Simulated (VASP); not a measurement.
# BeS in VASP: one cell, several levels of theory, part 2 of 3

VASP 6.6.1, plane waves, PAW.

### Step 4. LDA at this geometry

The input, INCAR:

```
ENCUT = 520.000000
SIGMA = 0.010000
EDIFF = 1.00e-07
GGA = CA
PREC = Accurate
IBRION = -1
ISIF = 2
ISMEAR = 0
NBANDS = 11
NELM = 120
NSW = 0
LASPH = .TRUE.
LCHARG = .FALSE.
LWAVE = .FALSE.
LREAL = .FALSE.
```

The input, KPOINTS:

```
KPOINTS created by Atomic Simulation Environment
0
Gamma
10 10 10
0 0 0
```

The input, KPOINTS_OPT:

```
special points
7
Reciprocal
0.0000000000 0.0000000000 0.0000000000 1
0.5000000000 0.0000000000 0.5000000000 1
0.5000000000 0.2500000000 0.7500000000 1
0.3750000000 0.3750000000 0.7500000000 1
0.5000000000 0.5000000000 0.5000000000 1
0.6250000000 0.2500000000 0.6250000000 1
0.0375000000 0.0375000000 0.0750000000 1
```

The input, POSCAR:

```
Be S
 1.0000000000000000
     0.0000000000000000    2.4343062285926913    2.4343062285926913
     2.4343062285926913    0.0000000000000000    2.4343062285926913
     2.4343062285926913    2.4343062285926913    0.0000000000000000
 Be  S
   1   1
Cartesian
  0.0000000000000000  0.0000000000000000 -0.0000000000000000
  1.2171531142963457  1.2171531142963457  1.2171531142963457
```

The run uses the recommended LDA PAW datasets (8 valence electrons a neutral cell).

Run with:

```sh
> mpirun -np 1 vasp_std
```

Standard output, without the iteration lines:

```text
POSCAR found type information on POSCAR BeS
 POSCAR found :  2 types and       2 ions
 LDA part: xc-table for (Slater(with rela. corr.)+CA(PZ))
 , standard interpolation
 POSCAR, INCAR and KPOINTS ok, starting setup
 FFT: planning ... GRIDC
 FFT: planning ... GRID_SOFT
 FFT: planning ... GRID
 WAVECAR not read
 entering main loop
 Start KPOINTS_OPT (optional k-point list driver)
k-point batch [1-7\7]
```

OSZICAR:

```text
N       E                     dE             d eps       ncg     rms          rms(c)
DAV:   1     0.180069649495E+02    0.18007E+02   -0.38776E+03  1034   0.629E+02
DAV:   2    -0.102433412898E+02   -0.28250E+02   -0.26810E+02  1393   0.107E+02
DAV:   3    -0.113525975256E+02   -0.11093E+01   -0.11063E+01  1367   0.215E+01
DAV:   4    -0.113592311236E+02   -0.66336E-02   -0.66330E-02  1186   0.185E+00
DAV:   5    -0.113592831112E+02   -0.51988E-04   -0.51987E-04  1307   0.172E-01    0.563E+00
DAV:   6    -0.111901820795E+02    0.16910E+00   -0.13167E-01  1162   0.163E+00    0.372E+00
DAV:   7    -0.111262456124E+02    0.63936E-01   -0.13271E-01  1231   0.171E+00    0.828E-01
DAV:   8    -0.111259275728E+02    0.31804E-03   -0.63197E-03  1214   0.424E-01    0.159E-01
DAV:   9    -0.111258845695E+02    0.43003E-04   -0.28845E-04  1225   0.107E-01    0.504E-02
DAV:  10    -0.111258851207E+02   -0.55123E-06   -0.26372E-05  1234   0.238E-02    0.137E-02
DAV:  11    -0.111258859853E+02   -0.86462E-06   -0.38693E-06  1223   0.105E-02    0.667E-03
DAV:  12    -0.111258859901E+02   -0.47792E-08   -0.90381E-08   874   0.215E-03
   1 F= -.11125886E+02 E0= -.11125886E+02  d E =-.637739E-54
       N       E                     dE             ncg
DAV:   1     0.564056364215E+03   -0.14101E+04      154
DAV:   2     0.378338988212E+03   -0.18572E+03      188
DAV:   3     0.372005166437E+03   -0.63338E+01      203
DAV:   4     0.371980419539E+03   -0.24747E-01      172
DAV:   5     0.371980234917E+03   -0.18462E-03      217
DAV:   6     0.371980233228E+03   -0.16893E-05      185
DAV:   7     0.371980233213E+03   -0.15718E-07      206
```

Parts of OUTCAR:

```text
k-points           NKPTS =     47   k-points in BZ     NKDIM =     47   number of bands    NBANDS=     11

   NELECT =       8.0000    total number of electrons

   dimension x,y,z NGX =    28 NGY =   28 NGZ =   28
   dimension x,y,z NGXF=    56 NGYF=   56 NGZF=   56

  energy-cutoff  :      520.00
  volume of cell :       28.85
      direct lattice vectors                 reciprocal lattice vectors
     0.000000000  2.434306229  2.434306229    -0.205397330  0.205397330  0.205397330
     2.434306229  0.000000000  2.434306229     0.205397330 -0.205397330  0.205397330
     2.434306229  2.434306229  0.000000000     0.205397330  0.205397330 -0.205397330

 k-points in reciprocal lattice and weights: KPOINTS created by Atomic Simulation Env
   0.00000000  0.00000000  0.00000000       0.001
   0.10000000  0.00000000  0.00000000       0.008
   0.20000000  0.00000000  0.00000000       0.008
   0.30000000  0.00000000  0.00000000       0.008
   0.40000000  0.00000000  0.00000000       0.008
   0.50000000  0.00000000  0.00000000       0.004
   0.10000000  0.10000000  0.00000000       0.006
   0.20000000  0.10000000  0.00000000       0.024
[... 39 more k-points ...]

 E-fermi :   4.0172

 k-point     1 :       0.0000    0.0000    0.0000
  band No.  band energies     occupation
      1      -9.6688      2.00000
      2       3.9105      2.00000
      3       3.9105      2.00000
      4       3.9105      2.00000
      5       9.4583      0.00000
      6       9.4583      0.00000
      7       9.4583      0.00000
      8       9.4898      0.00000
      9      16.6996      0.00000
     10      16.6996      0.00000
     11      18.4220      0.00000

 k-point     2 :       0.1000    0.0000    0.0000
  band No.  band energies     occupation
      1      -9.5555      2.00000
      2       3.0820      2.00000
      3       3.7776      2.00000
      4       3.7776      2.00000
      5       9.3299      0.00000
      6       9.6963      0.00000
      7       9.6963      0.00000
      8      10.4573      0.00000
      9      16.1544      0.00000
     10      16.1544      0.00000
     11      18.3177      0.00000

 k-point     3 :       0.2000    0.0000    0.0000
  band No.  band energies     occupation
      1      -9.2320      2.00000
      2       1.4473      2.00000
      3       3.4760      2.00000
      4       3.4760      2.00000
      5       9.2999      0.00000
      6      10.1755      0.00000
      7      10.1755      0.00000
      8      12.1098      0.00000
      9      15.6324      0.00000
     10      15.6324      0.00000
     11      17.9620      0.00000

 k-point     4 :       0.3000    0.0000    0.0000
  band No.  band energies     occupation
      1      -8.7598      2.00000
      2      -0.1735      2.00000
      3       3.1680      2.00000
      4       3.1680      2.00000
      5       9.2687      0.00000
      6      10.4353      0.00000
      7      10.4353      0.00000
      8      13.6208      0.00000
      9      16.0564      0.00000
     10      16.0564      0.00000
     11      17.7576      0.00000

 k-point     5 :       0.4000    0.0000    0.0000
  band No.  band energies     occupation
      1      -8.2851      2.00000
      2      -1.3900      2.00000
      3       2.9548      2.00000
      4       2.9548      2.00000
      5       9.2393      0.00000
      6      10.4019      0.00000
      7      10.4019      0.00000
      8      14.5244      0.00000
      9      17.4476      0.00000
     10      17.4476      0.00000
     11      18.1430      0.00000

 k-point     6 :       0.5000    0.0000    0.0000
  band No.  band energies     occupation
      1      -8.0692      2.00000
      2      -1.8603      2.00000
      3       2.8799      2.00000
      4       2.8799      2.00000
      5       9.2269      0.00000
      6      10.3492      0.00000
      7      10.3492      0.00000
      8      14.7718      0.00000
      9      18.7014      0.00000
     10      18.7427      0.00000
     11      18.7427      0.00000

 k-point     7 :       0.1000    0.1000    0.0000
  band No.  band energies     occupation
      1      -9.5177      2.00000
      2       3.2466      2.00000
      3       3.5094      2.00000
      4       3.5094      2.00000
      5       9.0870      0.00000
      6      10.0875      0.00000
      7      10.0875      0.00000
      8      10.3626      0.00000
      9      15.1674      0.00000
     10      16.9147      0.00000
     11      18.7524      0.00000

[... the tables of k-points 8 to 47 left out ...]

  Total       -0.7527855     -0.7527855     -0.7527855      0.0000000     -0.0000000      0.0000000
  in kB      -41.8048060    -41.8048060    -41.8048060      0.0000000     -0.0000000      0.0000000
  external PRESSURE =     -41.8048060 kB  Pullay stress =       0.0000000 kB

 POSITION                                       TOTAL-FORCE (eV/Angst)
 -----------------------------------------------------------------------------------
      0.00000      0.00000      0.00000        -0.000000     -0.000000     -0.000000
      1.21715      1.21715      1.21715         0.000000      0.000000      0.000000
 -----------------------------------------------------------------------------------
    total drift:                               -0.000000     -0.000000      0.000000

  FREE ENERGIE OF THE ION-ELECTRON SYSTEM (eV)
  ---------------------------------------------------
  free  energy   TOTEN  =       -11.1258859901 eV

  energy  without entropy=      -11.1258859901  energy(sigma->0) =      -11.12588599
```

Hardware: 1 MPI rank of Intel Xeon 6975P-C, shared host.

The levels at the points of KPOINTS_OPT are read from vasprun.xml.

Near the gap, in eV above the top of the last filled band v; c is the band after it:

```csv
point,v−1,v,c,c+1
Γ,0.00,0.00,5.55,5.55
X,-2.63,-2.63,2.93,4.81
W,-3.87,-3.36,6.30,7.92
K,-4.10,-2.19,4.20,7.37
L,-1.03,-1.03,5.32,6.44
U,-4.10,-2.19,4.20,7.37
```

The LDA gap is 2.93 eV and indirect (Γ to X), with 5.46 eV as the least direct one. The pressure is -4.18 GPa; the forces vanish within 0.01 eV/Å.

### Step 5. Single point with PBEsol

INCAR, as its differences from that of step 4:

```diff
@@ -3,3 +3,3 @@
 EDIFF = 1.00e-07
-GGA = CA
+GGA = PS
 PREC = Accurate
```

KPOINTS is that of step 4.

KPOINTS_OPT is that of step 4.

POSCAR is that of step 4.

The run uses the recommended PBE PAW datasets (8 valence electrons a neutral cell).

Run with:

```sh
> mpirun -np 1 vasp_std
```

Standard output, without the iteration lines:

```text
POSCAR found type information on POSCAR BeS
 POSCAR found :  2 types and       2 ions
 -----------------------------------------------------------------------------
|                                                                             |
|                                                                             |
|     You enforced a specific xc type in the INCAR file but a different       |
|     I HOPE YOU KNOW WHAT YOU ARE DOING!                                     |
|                                                                             |
 -----------------------------------------------------------------------------

 LDA part: xc-table for (Slater+PW92), standard interpolation
 POSCAR, INCAR and KPOINTS ok, starting setup
 FFT: planning ... GRIDC
 FFT: planning ... GRID_SOFT
 FFT: planning ... GRID
 WAVECAR not read
 entering main loop
 Start KPOINTS_OPT (optional k-point list driver)
k-point batch [1-7\7]
```

OSZICAR:

```text
N       E                     dE             d eps       ncg     rms          rms(c)
DAV:   1     0.195348768639E+02    0.19535E+02   -0.38406E+03  1034   0.622E+02
DAV:   2    -0.955286224064E+01   -0.29088E+02   -0.27600E+02  1398   0.114E+02
DAV:   3    -0.107344465411E+02   -0.11816E+01   -0.11785E+01  1390   0.228E+01
DAV:   4    -0.107418869557E+02   -0.74404E-02   -0.74394E-02  1234   0.204E+00
DAV:   5    -0.107419505884E+02   -0.63633E-04   -0.63632E-04  1371   0.197E-01    0.525E+00
DAV:   6    -0.106075191096E+02    0.13443E+00   -0.11088E-01  1183   0.152E+00    0.347E+00
DAV:   7    -0.105616234033E+02    0.45896E-01   -0.10434E-01  1248   0.160E+00    0.813E-01
DAV:   8    -0.105618724612E+02   -0.24906E-03   -0.55119E-03  1341   0.390E-01    0.133E-01
DAV:   9    -0.105619150102E+02   -0.42549E-04   -0.32575E-04  1252   0.117E-01    0.362E-02
DAV:  10    -0.105619267352E+02   -0.11725E-04   -0.35994E-05  1371   0.303E-02    0.958E-03
DAV:  11    -0.105619292692E+02   -0.25340E-05   -0.77622E-06  1243   0.148E-02    0.609E-03
DAV:  12    -0.105619294217E+02   -0.15246E-06   -0.20251E-07  1320   0.323E-03    0.177E-03
DAV:  13    -0.105619295086E+02   -0.86909E-07   -0.50082E-08   692   0.108E-03
   1 F= -.10561930E+02 E0= -.10561930E+02  d E =-.195174E-97
       N       E                     dE             ncg
DAV:   1     0.575129677512E+03   -0.13990E+04      154
DAV:   2     0.384405650164E+03   -0.19072E+03      188
DAV:   3     0.377401125945E+03   -0.70045E+01      203
DAV:   4     0.377369805349E+03   -0.31321E-01      183
DAV:   5     0.377369561335E+03   -0.24401E-03      225
DAV:   6     0.377369559995E+03   -0.13393E-05      183
DAV:   7     0.377369559975E+03   -0.20063E-07      222
```

OUTCAR, selected sections:

```text
k-points           NKPTS =     47   k-points in BZ     NKDIM =     47   number of bands    NBANDS=     11

   NELECT =       8.0000    total number of electrons

   dimension x,y,z NGX =    28 NGY =   28 NGZ =   28
   dimension x,y,z NGXF=    56 NGYF=   56 NGZF=   56

  energy-cutoff  :      520.00
  volume of cell :       28.85
      direct lattice vectors                 reciprocal lattice vectors
     0.000000000  2.434306229  2.434306229    -0.205397330  0.205397330  0.205397330
     2.434306229  0.000000000  2.434306229     0.205397330 -0.205397330  0.205397330
     2.434306229  2.434306229  0.000000000     0.205397330  0.205397330 -0.205397330

 k-points in reciprocal lattice and weights: KPOINTS created by Atomic Simulation Env
   0.00000000  0.00000000  0.00000000       0.001
   0.10000000  0.00000000  0.00000000       0.008
   0.20000000  0.00000000  0.00000000       0.008
   0.30000000  0.00000000  0.00000000       0.008
   0.40000000  0.00000000  0.00000000       0.008
   0.50000000  0.00000000  0.00000000       0.004
   0.10000000  0.10000000  0.00000000       0.006
   0.20000000  0.10000000  0.00000000       0.024
[... 39 more k-points ...]

 E-fermi :   4.1721

 k-point     1 :       0.0000    0.0000    0.0000
  band No.  band energies     occupation
      1      -9.6146      2.00000
      2       4.0259      2.00000
      3       4.0259      2.00000
      4       4.0259      2.00000
      5       9.6367      0.00000
      6       9.6408      0.00000
      7       9.6408      0.00000
      8       9.6408      0.00000
      9      16.7970      0.00000
     10      16.7970      0.00000
     11      18.6129      0.00000

 k-point     2 :       0.1000    0.0000    0.0000
  band No.  band energies     occupation
      1      -9.5009      2.00000
      2       3.1945      2.00000
      3       3.8936      2.00000
      4       3.8936      2.00000
      5       9.5043      0.00000
      6       9.8790      0.00000
      7       9.8790      0.00000
      8      10.6114      0.00000
      9      16.2590      0.00000
     10      16.2590      0.00000
     11      18.5232      0.00000

 k-point     3 :       0.2000    0.0000    0.0000
  band No.  band energies     occupation
      1      -9.1766      2.00000
      2       1.5540      2.00000
      3       3.5932      2.00000
      4       3.5932      2.00000
      5       9.4630      0.00000
      6      10.3570      0.00000
      7      10.3570      0.00000
      8      12.2739      0.00000
      9      15.7446      0.00000
     10      15.7446      0.00000
     11      18.1626      0.00000

 k-point     4 :       0.3000    0.0000    0.0000
  band No.  band energies     occupation
      1      -8.7032      2.00000
      2      -0.0722      2.00000
      3       3.2859      2.00000
      4       3.2859      2.00000
      5       9.4175      0.00000
      6      10.6089      0.00000
      7      10.6089      0.00000
      8      13.8005      0.00000
      9      16.1822      0.00000
     10      16.1822      0.00000
     11      17.9455      0.00000

 k-point     5 :       0.4000    0.0000    0.0000
  band No.  band energies     occupation
      1      -8.2277      2.00000
      2      -1.2924      2.00000
      3       3.0729      2.00000
      4       3.0729      2.00000
      5       9.3779      0.00000
      6      10.5666      0.00000
      7      10.5666      0.00000
      8      14.7075      0.00000
      9      17.5906      0.00000
     10      17.5906      0.00000
     11      18.3506      0.00000

 k-point     6 :       0.5000    0.0000    0.0000
  band No.  band energies     occupation
      1      -8.0115      2.00000
      2      -1.7639      2.00000
      3       2.9981      2.00000
      4       2.9981      2.00000
      5       9.3620      0.00000
      6      10.5108      0.00000
      7      10.5108      0.00000
      8      14.9499      0.00000
      9      18.8975      0.00000
     10      18.8975      0.00000
     11      18.9459      0.00000

 k-point     7 :       0.1000    0.1000    0.0000
  band No.  band energies     occupation
      1      -9.4631      2.00000
      2       3.3572      2.00000
      3       3.6260      2.00000
      4       3.6260      2.00000
      5       9.2708      0.00000
      6      10.2714      0.00000
      7      10.2714      0.00000
      8      10.5050      0.00000
      9      15.2840      0.00000
     10      17.0123      0.00000
     11      18.9570      0.00000

[... the tables of k-points 8 to 47 left out ...]

  Total       -0.2932054     -0.2932054     -0.2932054      0.0000000      0.0000000     -0.0000000
  in kB      -16.2827161    -16.2827161    -16.2827161      0.0000000      0.0000000     -0.0000000
  external PRESSURE =     -16.2827161 kB  Pullay stress =       0.0000000 kB

 POSITION                                       TOTAL-FORCE (eV/Angst)
 -----------------------------------------------------------------------------------
      0.00000      0.00000      0.00000        -0.000000     -0.000000     -0.000000
      1.21715      1.21715      1.21715         0.000000      0.000000      0.000000
 -----------------------------------------------------------------------------------
    total drift:                               -0.000000     -0.000000      0.000000

  FREE ENERGIE OF THE ION-ELECTRON SYSTEM (eV)
  ---------------------------------------------------
  free  energy   TOTEN  =       -10.5619295086 eV

  energy  without entropy=      -10.5619295086  energy(sigma->0) =      -10.56192951
```

Hardware: 1 MPI rank of Intel Xeon 6975P-C, shared host.

The levels at the points of KPOINTS_OPT are read from vasprun.xml.

Near the gap, in eV above the top of the last filled band v; c is the band after it:

```csv
point,v−1,v,c,c+1
Γ,0.00,0.00,5.61,5.61
X,-2.63,-2.63,2.95,4.82
W,-3.87,-3.35,6.32,7.99
K,-4.11,-2.18,4.23,7.40
L,-1.03,-1.03,5.34,6.48
U,-4.11,-2.18,4.23,7.40
```

PBEsol gives an indirect gap of 2.95 eV, from Γ to X; the least direct gap is 5.52 eV. The pressure is -1.63 GPa; the forces vanish within 0.01 eV/Å.

(Part 2 of 3 ends here.)
